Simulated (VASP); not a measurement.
A run of VASP 6.6.1:

INCAR

```
PREC = Accurate
ENCUT = 520
EDIFF = 1E-7
ISMEAR = 0
SIGMA = 0.02
LREAL = False
LASPH = True
NELM = 100
ALGO = Normal
ISIF = 2
LWAVE = False
LCHARG = False
GGA = PS
NBANDS = 15
```

File KPOINTS:

```
Automatic mesh
0
Gamma
  8 8 8
```

File POSCAR:

```
CaS
1.0
    0.0000000000      2.8171861400      2.8171861400
    2.8171861400      0.0000000000      2.8171861400
    2.8171861400      2.8171861400      0.0000000000
Ca S
1 1
Direct
    0.0000000000      0.0000000000      0.0000000000
    0.5000000000      0.5000000000      0.5000000000
```

Potentials or basis: VASP PAW PBE potentials, release 64 (Ca_sv, S).

Command:

```bash
$ cat potpaw_PBE.64/Ca_sv/POTCAR potpaw_PBE.64/S/POTCAR > POTCAR
$ mpirun -np 1 vasp_std > vasp.out
```

Hardware: 1 thread of Intel(R) Xeon(R) Platinum 8488C (Sapphire Rapids), on a shared host.

Problem. Estimate the wall time of this run.

Solution. It took 16 s on 1 thread of Intel(R) Xeon(R) Platinum 8488C (Sapphire Rapids) (shared host), peak memory 0.17 GiB. Counts: scf iterations 13, k points 29.
